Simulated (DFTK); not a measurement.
The system is BN.

```
N B
1.0
     0.00000    1.81300    1.81300
     1.81300    0.00000    1.81300
     1.81300    1.81300    0.00000
N B
1 1
Direct
  0.25000 0.25000 0.25000
  0.00000 0.00000 0.00000
```

The cell is a database's computed one.

Program: DFTK 0.8.2. Alike in all runs: no spin polarisation; cell as given; smearing fermi-dirac 0.05 eV.

Q: Order these runs on this cell by their pressure, lowest first.
A. level r2SCAN; potentials or basis cp2k.nc.sr.pbe.v0_1.semicore.gth (PBE, GTH); k mesh 10 × 10 × 10; cutoff (eV) 2884
B. level LDA; potentials or basis cp2k.nc.sr.lda.v0_1.largecore.gth (LDA, GTH); k mesh 13 × 13 × 13; cutoff (eV) 2231
C. level PBEsol; potentials or basis dojo.nc.sr.pbesol.v0_4_1.standard.upf (PBEsol); k mesh 13 × 13 × 13; cutoff (eV) 1143

A: B (-15.6 GPa), C (-5.7 GPa), A (-3.2 GPa).

Caveats: GTH potentials come without recommended cutoffs, and this one wasn't checked for convergence (some runs); so large a pressure means that the cell lies far from this level's equilibrium, or that cutoff or potentials fall short (some runs); the potentials were made for another functional, which shifts forces and pressure (some runs).

Not every run made on this cell is shown here.
